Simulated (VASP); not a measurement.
**GaSb: single point with LDA**

**Measured values to compare with.**

From a printed reference work, data compilation, for a bulk crystal of GaSb at 4.2 K: band gap 0.811 eV (direct).

GaSb:

```xyz
2
Lattice="0.0000 3.0255 3.0255 3.0255 0.0000 3.0255 3.0255 3.0255 0.0000" Properties=species:S:1:pos:R:3 pbc="T T T"
Sb    4.5382    4.5382    4.5382
Ga    0.0000    0.0000    0.0000
```

```json
{
 "Program": "VASP 6.6.1",
 "Task": "single point",
 "Functional": "LDA",
 "Potentials or basis": "VASP PAW LDA potentials, release 64 (Sb, Ga_d)",
 "Cutoff": "520 eV",
 "k mesh": "8 × 8 × 8",
 "Occupations": "fermi-dirac, width 0.05 eV",
 "Spin": "no spin polarisation",
 "Dipole correction": "no",
 "Further INCAR settings": "ALGO = Normal; EDIFF = 1e-06; NBANDS = 16"
}
```

* Pressure: 0.1 GPa
* Band gap on the k mesh: 0.11 eV, direct

Levels at points of the mesh, in eV from the valence-band top:
```
           k point  band 6  band 7  band 8  band 9  band 10  band 11  band 12  band 13
(0.00, 0.00, 0.00)  -11.75    0.00    0.00    0.00     0.11     2.74     2.74     2.74
(0.50, 0.00, 0.00)  -10.04   -6.57   -1.21   -1.21     0.37     3.71     3.71     6.29
(0.50, 0.50, 0.00)   -9.17   -7.01   -2.69   -2.69     0.79     1.10     8.79     8.79
```

Wall time 19 s on 1 thread of Intel(R) Xeon(R) Platinum 8259CL CPU @ 2.50GHz (Skylake/Cascade Lake) (shared host), peak memory 0.16 GiB.

Measured gap of GaSb: 0.811 eV (direct; 4.2 K; a printed reference work, data compilation). This calculation gives 0.11 eV (-0.70 eV). Spin-orbit coupling on Ga, Sb is left out. The value is that of LDA on a finite k mesh, which can miss the band edges, without temperature or zero-point motion. Semilocal functionals fall short of measured gaps as a rule.

Caveat: spin-orbit coupling is left out, which moves the levels of the heavy elements.
